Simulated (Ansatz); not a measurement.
**Fe: relaxation of cell and atoms with PBEsol+D3(BJ)-ATM**

Fe:

```
CELL_PARAMETERS angstrom
0.00000 1.94174 1.96511
1.49844 0.00000 1.96511
1.49844 1.94174 0.00000
ATOMIC_POSITIONS crystal
Fe 0.00000 0.00000 0.00000
```

```json
{
  "Program": "Ansatz 0.2.0",
  "Task": "relaxation of cell and atoms",
  "Functional": "PBEsol",
  "Dispersion": "D3(BJ)-ATM",
  "Potentials or basis": "Ansatz PAW",
  "Cutoff": "420 eV (not typed: the program's choice for these potentials)",
  "k mesh": "13 × 13 × 13",
  "Occupations": "fermi-dirac, width 0.05 eV",
  "Spin": "collinear spin, ferromagnetic start",
  "Starting moments": "[3.0] μB"
}
```

```
Relaxed volume                         : 10.60 Å³/atom
Relaxed cell                           : a = 2.767 Å, b = 2.397 Å, c = 2.397 Å, α = 70.52°, β = 54.74°, γ = 54.74°
Space group after relaxing (to 0.05 Å) : Im-3m (No. 229)
Energy gained by relaxing              : 60.2 meV/atom
Ionic steps                            : 6
Pressure after relaxing                : 0.0 GPa
Band gap on the k mesh                 : none (metal or under the smearing width)
Net moment                             : 2.03 μB per cell
Absolute moment                        : 2.11 μB per cell
Site moments                           : Fe +2.05 μB
```

The path:
```csv
step,energy change (eV),largest force (eV/Å),volume (Å³)
1,0.0000,0.0000,11.44
2,-0.0448,0.0000,10.95
3,-0.0596,0.0000,10.48
4,-0.0606,0.0000,10.61
5,-0.0607,0.0000,10.60
6,-0.0602,0.0000,10.60
```

Final structure:
```
Fe
1.0
     0.00000    1.95672    1.95690
     1.38402    0.00000    1.95690
     1.38402    1.95672    0.00000
Fe
1
Direct
  0.00000 0.00000 0.00000
```

Levels at points of the mesh, in eV from the Fermi level:
Spin up:
| k point | band 5 | band 6 | band 7 | band 8 | band 9 | band 10 | band 11 | band 12 | band 13 | band 14 |
| --- | --- | --- | --- | --- | --- | --- | --- | --- | --- | --- |
| (0.00, 0.00, 0.00) | -9.10 | -2.50 | -2.50 | -2.50 | -1.09 | -1.09 | 24.78 | 24.78 | 24.78 | 30.79 |
Spin down:
```tsv
k point	band 3	band 4	band 5	band 6	band 7	band 8	band 9	band 10	band 11	band 12
(0.00, 0.00, 0.00)	-51.38	-51.38	-8.85	-0.75	-0.75	-0.75	1.44	1.44	24.75	24.76
```

It took 46 s on 2 threads of AMD EPYC 7R43 64-Core Processor (Zen 3), on a shared host, peak memory 0.45 GiB.

Caveat: the plane-wave basis is chosen anew once the cell has moved, so the energies of steps on either side of that aren't comparable; pairwise dispersion overbinds metals, which lowers pressure and volume; the PAW data sets come from PBE, with cores solved anew for the run's functional, which leaves a small shift of forces and pressure.
